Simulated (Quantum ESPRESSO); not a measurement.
Input of a Quantum ESPRESSO 7.5 run:

The input pw.in:

```
&CONTROL
  calculation = 'scf'
  prefix = 'pwscf'
  outdir = './tmp'
  pseudo_dir = './pseudo'
  tprnfor = .true.
  tstress = .true.
  disk_io = 'low'
/
&SYSTEM
  ibrav = 0
  nat = 1
  ntyp = 1
  ecutwfc = 45
  ecutrho = 360
  nbnd = 7
  occupations = 'smearing'
  smearing = 'fd'
  degauss = 0.00367493
/
&ELECTRONS
  conv_thr = 2d-10
  electron_maxstep = 120
  mixing_beta = 0.5
/
ATOMIC_SPECIES
As    74.9216 as_lda_v1.uspp.F.UPF
CELL_PARAMETERS angstrom
   2.7036817444    0.0000000000    0.0000000000
   0.0000000000    2.7036817444    0.0000000000
   0.0000000000    0.0000000000    2.7036817444
ATOMIC_POSITIONS crystal
As     0.5000000000    0.5000000000    0.5000000000
K_POINTS automatic
10 10 10 0 0 0
```

The input bands.in:

```
&CONTROL
  calculation = 'bands'
  prefix = 'pwscf'
  outdir = './tmp'
  pseudo_dir = './pseudo'
  disk_io = 'low'
  verbosity = 'high'
/
&SYSTEM
  ibrav = 0
  nat = 1
  ntyp = 1
  ecutwfc = 45
  ecutrho = 360
  nbnd = 7
  occupations = 'smearing'
  smearing = 'fd'
  degauss = 0.00367493
/
&ELECTRONS
  conv_thr = 1d-08
  electron_maxstep = 120
  mixing_beta = 0.5
  diago_full_acc = .true.
  startingwfc = 'random'
/
ATOMIC_SPECIES
As    74.9216 as_lda_v1.uspp.F.UPF
CELL_PARAMETERS angstrom
   2.7036817444    0.0000000000    0.0000000000
   0.0000000000    2.7036817444    0.0000000000
   0.0000000000    0.0000000000    2.7036817444
ATOMIC_POSITIONS crystal
As     0.5000000000    0.5000000000    0.5000000000
K_POINTS crystal
60
 0.0000000000  0.0000000000  0.0000000000 1
 0.0000000000  0.0714285714  0.0000000000 1
 0.0000000000  0.1428571429  0.0000000000 1
 0.0000000000  0.2142857143  0.0000000000 1
 0.0000000000  0.2857142857  0.0000000000 1
 0.0000000000  0.3571428571  0.0000000000 1
 0.0000000000  0.4285714286  0.0000000000 1
 0.0000000000  0.5000000000  0.0000000000 1
 0.0714285714  0.5000000000  0.0000000000 1
 0.1428571429  0.5000000000  0.0000000000 1
 0.2142857143  0.5000000000  0.0000000000 1
 0.2857142857  0.5000000000  0.0000000000 1
 0.3571428571  0.5000000000  0.0000000000 1
 0.4285714286  0.5000000000  0.0000000000 1
 0.5000000000  0.5000000000  0.0000000000 1
 0.4545454545  0.4545454545  0.0000000000 1
 0.4090909091  0.4090909091  0.0000000000 1
 0.3636363636  0.3636363636  0.0000000000 1
 0.3181818182  0.3181818182  0.0000000000 1
 0.2727272727  0.2727272727  0.0000000000 1
 0.2272727273  0.2272727273  0.0000000000 1
 0.1818181818  0.1818181818  0.0000000000 1
 0.1363636364  0.1363636364  0.0000000000 1
 0.0909090909  0.0909090909  0.0000000000 1
 0.0454545455  0.0454545455  0.0000000000 1
 0.0000000000  0.0000000000  0.0000000000 1
 0.0357142857  0.0357142857  0.0357142857 1
 0.0714285714  0.0714285714  0.0714285714 1
 0.1071428571  0.1071428571  0.1071428571 1
 0.1428571429  0.1428571429  0.1428571429 1
 0.1785714286  0.1785714286  0.1785714286 1
 0.2142857143  0.2142857143  0.2142857143 1
 0.2500000000  0.2500000000  0.2500000000 1
 0.2857142857  0.2857142857  0.2857142857 1
 0.3214285714  0.3214285714  0.3214285714 1
 0.3571428571  0.3571428571  0.3571428571 1
 0.3928571429  0.3928571429  0.3928571429 1
 0.4285714286  0.4285714286  0.4285714286 1
 0.4642857143  0.4642857143  0.4642857143 1
 0.5000000000  0.5000000000  0.5000000000 1
 0.4545454545  0.5000000000  0.4545454545 1
 0.4090909091  0.5000000000  0.4090909091 1
 0.3636363636  0.5000000000  0.3636363636 1
 0.3181818182  0.5000000000  0.3181818182 1
 0.2727272727  0.5000000000  0.2727272727 1
 0.2272727273  0.5000000000  0.2272727273 1
 0.1818181818  0.5000000000  0.1818181818 1
 0.1363636364  0.5000000000  0.1363636364 1
 0.0909090909  0.5000000000  0.0909090909 1
 0.0454545455  0.5000000000  0.0454545455 1
 0.0000000000  0.5000000000  0.0000000000 1
 0.5000000000  0.5000000000  0.0000000000 1
 0.5000000000  0.5000000000  0.0625000000 1
 0.5000000000  0.5000000000  0.1250000000 1
 0.5000000000  0.5000000000  0.1875000000 1
 0.5000000000  0.5000000000  0.2500000000 1
 0.5000000000  0.5000000000  0.3125000000 1
 0.5000000000  0.5000000000  0.3750000000 1
 0.5000000000  0.5000000000  0.4375000000 1
 0.5000000000  0.5000000000  0.5000000000 1
```

Potentials or basis: GBRV 1.5 LDA.

Launch:

```console
$ OMP_NUM_THREADS=1 mpirun -n 2 pw.x -nk 2 -in pw.in > pw.out
$ OMP_NUM_THREADS=1 mpirun -n 2 pw.x -nk 2 -in bands.in > bands.out
```

**Question.** Predict the pressure.

**Answer.** -2.7 GPa.

**Question.** Predict the band gap on the k mesh.

**Answer.** None (metal or under the smearing width).

Levels at the corners of the path, in eV from the Fermi level:
```
point  band 1  band 2  band 3  band 4  band 5  band 6
    Γ  -14.94    4.21    4.21    4.21    8.75    8.75
    X  -11.82   -6.85    6.46    6.46   11.54   14.28
    M   -8.58   -4.17   -4.17    2.58    8.56   16.89
    Γ  -14.94    4.21    4.21    4.21    8.75    8.75
    R   -5.02   -1.73   -1.73   -1.73    6.08    6.08
    X  -11.82   -6.85    6.46    6.46   11.54   14.28
    M   -8.58   -4.17   -4.17    2.58    8.56   16.89
    R   -5.02   -1.73   -1.73   -1.73    6.08    6.08
```

Caveat: some levels on the path didn't converge.
